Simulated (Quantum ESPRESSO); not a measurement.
The system is MnS.

```
Mn S
1.0
     3.95358    0.00000    0.00000
    -1.97679    3.42390    0.00000
     0.00000    0.00000    6.34253
Mn S
2 2
Direct
  0.66667 0.33333 0.49884
  0.33333 0.66667 0.99884
  0.33333 0.66667 0.62615
  0.66667 0.33333 0.12615
```

The cell is a database's computed one.

Base run:

* Program: Quantum ESPRESSO 7.5
* Functional: PBEsol
* Potentials or basis: GBRV 1.5 PBEsol
* Cutoff: 612 eV
* Density cutoff: 4898 eV
* k mesh: 8 × 8 × 4
* Occupations: fermi-dirac, width 0.05 eV
* Spin: collinear spin, ferromagnetic start
* Starting moments: [4.0, 4.0, 0.0, 0.0] μB

Its results: band gap on the k mesh none (metal or under the smearing width); pressure -0.5 GPa; net moment 9.84 μB per cell; site moments Mn +4.09; S +0.12 μB; largest force 0.273 eV/Å.

**Question.** The run is repeated on the same cell with these changes: functional from PBEsol to LDA; potentials or basis from GBRV 1.5 PBEsol to GBRV 1.5 LDA. What comes out?

**Answer.** Band gap on the k mesh none (metal or under the smearing width); pressure -4.1 GPa; net moment 9.61 μB per cell; site moments Mn +4.00; S +0.13 μB; largest force 0.250 eV/Å.

Caveats: semilocal functionals often make such compounds metallic where correlation or magnetic order opens a gap, which also shifts bond lengths; only a ferromagnetic start was run, and an antiferromagnetic order may lie lower in energy.
